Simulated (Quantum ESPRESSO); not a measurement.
MgS (Niningerite) in Quantum ESPRESSO: the effect of functional

Crystal: MgS (Niningerite).

```
CELL_PARAMETERS angstrom
0.00000 2.60165 2.60165
2.60165 0.00000 2.60165
2.60165 2.60165 0.00000
ATOMIC_POSITIONS crystal
S 0.50000 0.50000 0.50000
Mg 0.00000 0.00000 0.00000
```

Alike in all runs:

| Quantity | Value |
| --- | --- |
| Program | Quantum ESPRESSO 7.5 |
| Task | band structure |
| Potentials or basis | SG15 PBE 1.2 |
| Cutoff | 952 eV |
| Density cutoff | 3810 eV |
| k mesh | 7 × 7 × 7 |
| Occupations | fermi-dirac, width 0.05 eV |
| Spin | no spin polarisation |

Question: One run gave: gap on the mesh 4.46 eV; pressure 5.2 GPa. Which functional did it use?
A. r2SCAN
B. SCAN
C. M06L

Answer: C.

```tsv
functional	gap on the mesh (eV)	pressure (GPa)
r2SCAN	3.74	0.3
SCAN	3.76	0.2
M06L	4.46	5.2
```

Caveats: the potentials were made for another functional, which shifts forces and pressure; the mesh misses the band edges, which the band path finds closer together; some levels on the path didn't converge (some runs).
